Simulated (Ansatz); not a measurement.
## Al: one atom moved along a line

Level of theory: DFT PBE+D3(BJ), scalar-relativistic, plane waves, PAW in Ansatz. The runs took a 420 eV cutoff, a Γ-centred 14×14×14 mesh and Gaussian smearing (0.15 eV). No spin polarisation. Energies are free energies at this smearing, counted from the undisturbed cell; pressure is positive in compression.

The starting cell (relaxed at this level):

```xyz
8
Lattice="-3.9827 3.9827 0.0000 -3.9827 0.0000 3.9827 0.0000 3.9827 3.9827" Properties=species:S:1:pos:R:3 pbc="T T T"
Al    0.0000    0.0000    0.0000
Al   -1.9914    1.9914    0.0000
Al   -1.9914    0.0000    1.9914
Al    0.0000    1.9914    1.9914
Al   -3.9827    1.9914    1.9914
Al   -1.9914    3.9827    1.9914
Al   -1.9914    1.9914    3.9827
Al   -3.9827    3.9827    3.9827
```

Atom 1 (Al) is moved by x along the Cartesian unit vector (1.000, 0.000, 0.000); the cell and all other atoms stay fixed. The cell is metallic on the mesh throughout.

(x (Å), ΔE (meV/cell)): (-0.4500, 567.1), (-0.1500, 60.2), (0.0000, 0.0), (0.0750, 15.0), (0.2250, 136.5), (0.3000, 245.2), (0.3750, 388.1)

By symmetry 0.4500 repeats -0.4500, -0.3000 repeats 0.3000, 0.1500 repeats -0.1500 in energy, with the opposite slope along the path.